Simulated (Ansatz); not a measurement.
# Ru(0001) with 2 layers of random Ru-V, 2x2: scattering by chemical disorder

Aim: the residual resistivity of a random alloy, from Ru(0001) with 2 layers of random Ru-V, 2x2 and longer regions.

Main program and level: Ansatz 0.2.0; Ansatz plane-wave DFT, PBE, PAW files; ballistic transport by layer matching (Landauer), zero bias; PAW set soft_1.

This is a report of a sequence of runs, with most program output left out.

### 1. The structure

The cell holds 48 atoms: 42 Ru and 6 V. Its edges and angles: a = 5.412 Å, b = 5.412 Å, c = 25.691 Å, α = 90.0°, β = 90.0°, γ = 120.0°. It derives from Ru. Regions: lead, 40 atoms (40 Ru); scattering region, 8 atoms (6 V and 2 Ru). The structure is stacked along c, and the current runs across the ab planes.

### 2. With 2 alloy layers

In 2 layers a share of 0.75 of the sites is given to V at random. The layers about the cell's end stay perfect and serve as the lead. Energies from -0.05 to 0.05 eV in steps of 0.05 eV are too few for the program's thermal sum, so it prints no conductance; for a metal the transmission near the Fermi level serves, at a fraction of the cost.

input.yaml

```yaml
crystal:
  lattice:
    - [5.4116, 0.0, 0.0]
    - [-2.7058, 4.6865830751, 0.0]
    - [0.0, 0.0, 25.6914]
  atoms:
    - { symbol: Ru, position: [0.1666666667, 0.3333333333, 0.0416666667] }
    - { symbol: Ru, position: [0.1666666667, 0.8333333333, 0.0416666667] }
    - { symbol: Ru, position: [0.6666666667, 0.3333333333, 0.0416666667] }
    - { symbol: Ru, position: [0.6666666667, 0.8333333333, 0.0416666667] }
    - { symbol: Ru, position: [0.3333333333, 0.1666666667, 0.125] }
    - { symbol: Ru, position: [0.3333333333, 0.6666666667, 0.125] }
    - { symbol: Ru, position: [0.8333333333, 0.1666666667, 0.125] }
    - { symbol: Ru, position: [0.8333333333, 0.6666666667, 0.125] }
[... 36 atom lines left out ...]
    - { symbol: Ru, position: [0.3333333333, 0.1666666667, 0.9583333333] }
    - { symbol: Ru, position: [0.3333333333, 0.6666666667, 0.9583333333] }
    - { symbol: Ru, position: [0.8333333333, 0.1666666667, 0.9583333333] }
    - { symbol: Ru, position: [0.8333333333, 0.6666666667, 0.9583333333] }
kpoints:
  mp_grid: { grid: [5, 5, 1] }
hamiltonian:
  xc: pbe
  pseudopotentials: { kind: paw, azcp: { folder: soft_1 } }
scf:
  occupations: { method: fermi_dirac, width: 0.1 }
output:
  transmission:
    leads: [[0, 8]]
    kmesh: [10, 10]
    e_range: [-0.05, 0.05]
    de: 0.05
  write_potential: true
  write_density: true
  volumetric_format: npy
```

Run with:

```bash
$ ansatz run input.yaml --threads 4 --pin off --max-ram 15360MiB --backend cpu --events-out ev --progress --plain --runs-dir out
```

Elapsed: 5 min, on 4 threads of Arm Neoverse V1, shared host; peak memory 5.8 GiB; 18 min of CPU time.

This run has no spin polarisation, although V can carry a moment.

This step gave:

```yaml
free_energy: -264381.9500 eV
energy_at_zero_smearing: -264381.0586 eV
fermi_energy: 22.50 eV
cell_area: 25.36 Å²
transmission_per_spin_nearest_the_fermi_level: 2.220
open_channels_per_spin_nearest_the_fermi_level: 5.28
step_of_the_lead_s_potential: 32.3 meV
```

Per spin. Transmission, zone mean against energy, zero at the Fermi level:

```csv
energy (eV),"transmission, zone mean"
-0.0500,2.28
0.0000,2.22
0.0500,2.36
```

Per spin. The open channels, zone mean, lead by energy, zero at the Fermi level:

| energy (eV) | open channels, zone mean, lead |
| --- | --- |
| -0.0500 | 5.16 |
| 0.0000 | 5.28 |
| 0.0500 | 5.96 |

Transmission over k1 and k2. At 0.0000 eV from the Fermi level.

Ten even steps from '_' (0.15) to '@' (6.83):
```
..::::::--::..______
__::----::==--..____
__::--==##**::::..__
..::--**@@@@##--::..
::::--==@@@@@@==--::
....::--##@@@@**--::
____..::::**##==--::
______..--==::----::
..______..::--::::::
::........::........
```
Columns: k1 (b1) from -0.5 to 0.4; rows upwards: k2 (b2) from -0.5 to 0.4.

Open channels over k1 and k2. At 0.0000 eV from the Fermi level.

Values, 10 rows by 10 columns:
```
 4.0  6.0  5.0  5.0  5.0  6.0  4.0  3.0  2.0  3.0
 3.0  5.0  5.0  5.0  5.0  5.0  5.0  3.0  2.0  2.0
 3.0  5.0  5.0  7.0  9.0  7.0  5.0  5.0  3.0  3.0
 4.0  5.0  5.0  9.0 12.0 12.0  9.0  5.0  5.0  4.0
 6.0  6.0  5.0  7.0 12.0 12.0 12.0  7.0  5.0  6.0
 4.0  4.0  5.0  5.0  9.0 12.0 12.0  9.0  5.0  5.0
 3.0  3.0  3.0  5.0  5.0  7.0  9.0  7.0  5.0  5.0
 3.0  2.0  2.0  3.0  5.0  5.0  5.0  5.0  5.0  5.0
 4.0  3.0  2.0  3.0  4.0  6.0  5.0  5.0  5.0  6.0
 6.0  4.0  3.0  3.0  4.0  6.0  4.0  3.0  3.0  4.0
```
Columns: k1 (b1) from -0.5 to 0.4; rows upwards: k2 (b2) from -0.5 to 0.4.

Over the solved energies the transmission per spin lies between 2.22 and 2.36, out of 5.47 channels of the lead on average (up to 5.96). The log calls the step of a lead's potential too much.

### 3. With 6 alloy layers

In 6 layers a share of 0.75 of the sites is given to V at random. A fresh draw is used; the growth of the resistance with length is what counts.

System of this step: Ru(0001) with 6 layers of random Ru-V, 2x2. The cell holds 64 atoms: 46 Ru and 18 V. Cell: a = 5.412 Å, b = 5.412 Å, c = 34.255 Å, α = 90.0°, β = 90.0°, γ = 120.0°. It derives from Ru. Regions: lead, 40 atoms (40 Ru); scattering region, 24 atoms (6 Ru and 18 V). The structure is stacked along c, and the current runs across the ab planes.

input.yaml

```yaml
crystal:
  lattice:
    - [5.4116, 0.0, 0.0]
    - [-2.7058, 4.6865830751, 0.0]
    - [0.0, 0.0, 34.2552]
  atoms:
    - { symbol: Ru, position: [0.1666666667, 0.3333333333, 0.03125] }
    - { symbol: Ru, position: [0.1666666667, 0.8333333333, 0.03125] }
    - { symbol: Ru, position: [0.6666666667, 0.3333333333, 0.03125] }
    - { symbol: Ru, position: [0.6666666667, 0.8333333333, 0.03125] }
    - { symbol: Ru, position: [0.3333333333, 0.1666666667, 0.09375] }
    - { symbol: Ru, position: [0.3333333333, 0.6666666667, 0.09375] }
    - { symbol: Ru, position: [0.8333333333, 0.1666666667, 0.09375] }
    - { symbol: Ru, position: [0.8333333333, 0.6666666667, 0.09375] }
[... 52 atom lines left out ...]
    - { symbol: Ru, position: [0.3333333333, 0.1666666667, 0.96875] }
    - { symbol: Ru, position: [0.3333333333, 0.6666666667, 0.96875] }
    - { symbol: Ru, position: [0.8333333333, 0.1666666667, 0.96875] }
    - { symbol: Ru, position: [0.8333333333, 0.6666666667, 0.96875] }
kpoints:
  mp_grid: { grid: [5, 5, 1] }
hamiltonian:
  xc: pbe
  pseudopotentials: { kind: paw, azcp: { folder: soft_1 } }
scf:
  occupations: { method: fermi_dirac, width: 0.1 }
output:
  transmission:
    leads: [[0, 8]]
    kmesh: [10, 10]
    e_range: [-0.05, 0.05]
    de: 0.05
  write_potential: true
  write_density: true
  volumetric_format: npy
```

The job ended after 19 min (4 threads; peak memory 9.8 GiB).

Numbers from this step:

- free energy: -322844.3967 eV
- energy at zero smearing: -322843.0579 eV
- Fermi energy: 21.46 eV
- transmission per spin nearest the Fermi level: 1.432
- step of the lead's potential: 28.4 meV

Per spin. The transmission, zone mean by energy, zero at the Fermi level:

```csv
energy (eV),"transmission, zone mean"
-0.0500,1.34
0.0000,1.43
0.0500,1.48
```

Over the solved energies the transmission per spin lies between 1.34 and 1.48, out of 5.46 channels of the lead on average (up to 5.94). The log calls the step of a lead's potential too much.

### 4. With 10 alloy layers

In 10 layers a share of 0.75 of the sites is given to V at random. A fresh draw is used; the growth of the resistance with length is what counts.

System of this step: Ru(0001) with 10 layers of random Ru-V, 2x2. The cell holds 80 atoms: 50 Ru and 30 V. Cell: a = 5.412 Å, b = 5.412 Å, c = 42.819 Å, α = 90.0°, β = 90.0°, γ = 120.0°. It derives from Ru. Regions: lead, 40 atoms (40 Ru); scattering region, 40 atoms (30 V and 10 Ru). The structure is stacked along c, and the current runs across the ab planes.

input.yaml

```yaml
crystal:
  lattice:
    - [5.4116, 0.0, 0.0]
    - [-2.7058, 4.6865830751, 0.0]
    - [0.0, 0.0, 42.819]
  atoms:
    - { symbol: Ru, position: [0.1666666667, 0.3333333333, 0.025] }
    - { symbol: Ru, position: [0.1666666667, 0.8333333333, 0.025] }
    - { symbol: Ru, position: [0.6666666667, 0.3333333333, 0.025] }
    - { symbol: Ru, position: [0.6666666667, 0.8333333333, 0.025] }
    - { symbol: Ru, position: [0.3333333333, 0.1666666667, 0.075] }
    - { symbol: Ru, position: [0.3333333333, 0.6666666667, 0.075] }
    - { symbol: Ru, position: [0.8333333333, 0.1666666667, 0.075] }
    - { symbol: Ru, position: [0.8333333333, 0.6666666667, 0.075] }
[... 68 atom lines left out ...]
    - { symbol: Ru, position: [0.3333333333, 0.1666666667, 0.975] }
    - { symbol: Ru, position: [0.3333333333, 0.6666666667, 0.975] }
    - { symbol: Ru, position: [0.8333333333, 0.1666666667, 0.975] }
    - { symbol: Ru, position: [0.8333333333, 0.6666666667, 0.975] }
kpoints:
  mp_grid: { grid: [5, 5, 1] }
hamiltonian:
  xc: pbe
  pseudopotentials: { kind: paw, azcp: { folder: soft_1 } }
scf:
  occupations: { method: fermi_dirac, width: 0.1 }
output:
  transmission:
    leads: [[0, 8]]
    kmesh: [10, 10]
    e_range: [-0.05, 0.05]
    de: 0.05
  write_potential: true
  write_density: true
  volumetric_format: npy
```

It took 32 min on 4 threads; peak memory 8 GiB.

Numbers from this step:

```
free energy                                   : -381306.4610 eV
energy at zero smearing                       : -381304.6883 eV
Fermi energy                                  : 20.85 eV
transmission per spin nearest the Fermi level : 1.123
step of the lead's potential                  : 10.9 meV
```

Per spin. Transmission, zone mean against energy, zero at the Fermi level:

| energy (eV) | transmission, zone mean |
| --- | --- |
| -0.0500 | 1.16 |
| 0.0000 | 1.12 |
| 0.0500 | 1.09 |

Over the solved energies the transmission per spin lies between 1.09 and 1.16, out of 5.46 channels of the lead on average (up to 5.94).

### 5. The fit

This step: Ansatz plane-wave DFT, PBE, PAW files; ballistic transport by layer matching (Landauer), zero bias; residual resistivity from the slope of the area resistance, atoms on the host's lattice; PAW set soft_1 (Ansatz 0.2.0).

Numbers from this step:

| Item | Value |
| --- | --- |
| resistivity | 86.08 µΩ cm |
| intercept | 0.5110 fΩ m² |
| scatter about the fit | 0.06488 fΩ m² |

Resistance, by row:

```csv
run,length (Å),T,channels N,RA (fΩ m²)
n2,4.282,2.285,5.467,0.8337
n6,12.85,1.418,5.46,1.708
n10,21.41,1.126,5.46,2.308
```

Table of area resistance by length of the alloy:

```
length of the alloy (Å)  area resistance (fΩ m²)
                   4.28                    0.834
                  12.85                     1.71
                  21.41                     2.31
```

The area resistance goes from 0.83 to 2.3 fΩ m² between 4.3 and 21.4 Å, a slope of 86 µΩ cm.

By hand from the end points: (2.308 − 0.8337) fΩ m² / (21.41 − 4.28) Å = 86 µΩ cm, since 1 fΩ m² per Å is 1000 µΩ cm.

### 6. Outcome

| Property | Result |
| --- | --- |
| resistivity from the slope | 86.1 µΩ cm |
| area resistance over 4.28 Å | 0.834 fΩ m² |
| area resistance over 12.8 Å | 1.71 fΩ m² |
| area resistance over 21.4 Å | 2.31 fΩ m² |

**Reading.** The slope gives 86 µΩ cm. The points scatter by 0.065 fΩ m² about the line, with one random draw a length in a 2x2 cell, so the slope is a rough value. Read with a model of isotropic scattering on a spherical Fermi surface and the lead's 1.7×10¹⁵ S/m², this slope means a mean free path near 5.2 Å (a rough figure, since the alloy's own channel count differs); over these lengths the model's slope is within 3 % of its bulk resistivity, though a free path of a few ångströms strains the picture. The atoms sit on the host's lattice, so scattering by size misfit is left out. With 75 % of V, whose own structure is another, this is a hypothetical phase. A lead's potential steps by up to 32 meV from period to period, which the log calls too much, so longer leads could move the result.

[Logs are printed without paths, hosts, clocks, repeated set-up lines and the standing remarks that a program may print on its own settings, such as how far it seeks lower states.]

[Hosts, paths, dates, database ids (printed as entryN), source tags and the programs' standing remarks are cut or masked in the printed files.]
